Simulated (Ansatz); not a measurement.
## Rb: one input, then a changed one

The cell is a measured one (Crystallography Open Database entry 9012874); the temperature and pressure of the measurement aren't taken into account, and nothing was relaxed. The listed cell was then made from it by scaling, straining or moving an atom.

First run: DFT, PBE, all-electron PAW with datasets made for the crystal, scalar-relativistic (Ansatz 0.2.0).

Command: `ansatz run input.yaml --threads 1 --pin off --max-ram 2048MiB --backend cpu --events-out ev --progress --plain --runs-dir out` The run took about 1.9 s on 1 thread of a shared machine.

```yaml
crystal:
  lattice:
    - [-2.7492058961, 2.7492058961, 2.7492058961]
    - [2.7492058961, -2.7492058961, 2.7492058961]
    - [2.7492058961, 2.7492058961, -2.7492058961]
  atoms:
    - { symbol: Rb, position: [0.0, 0.0, 0.0] }
kpoints:
  mp_grid: { grid: [8, 8, 8] }
scf:
  occupations: { method: fermi_dirac, width: 0.05 }
hamiltonian:
  xc: pbe
  pseudopotentials: { kind: all_electron, datasets: crystal }
output:
  forces: true
  stress: true
  eigenvalues: true
  efg: { contact_densities: true }
```

Result: converged; pressure 0.31 GPa; 8 SCF iterations.

A second input differs as follows:

```diff
@@ -10,4 +10,5 @@
 scf:
   occupations: { method: fermi_dirac, width: 0.05 }
+  max_iter: 80
 hamiltonian:
   xc: pbe
@@ -18,3 +19,4 @@
   eigenvalues: true
   efg: { contact_densities: true }
+total_charge: 4
```

**Question.** What is wrong with it, and what does the program do?

**Answer.** The fault is a charge that the system can't hold (a charged periodic cell is solved on a neutralising background, which makes energy and pressure unphysical). The run converged; pressure -13.68 GPa; 16 SCF iterations. Such numbers aren't properties of the crystal. The log ends:
```
            electrostatic potential = -5277.930284 V   contact ρ = 362174.901985 e/Å³
--- Band table (eV; the first three rows and the last of 29) ---
  k-point 0: bands = ["-39.7330", "-21.9416", "-21.9416", "-21.9416", "2.3312"]
  k-point 1: bands = ["-39.7329", "-21.9434", "-21.9423", "-21.9416", "2.3167"]
  k-point 2: bands = ["-39.7326", "-21.9477", "-21.9441", "-21.9414", "2.2819"]
  k-point 28: bands = ["-39.7315", "-21.9518", "-21.9518", "-21.9518", "2.3075"]
```
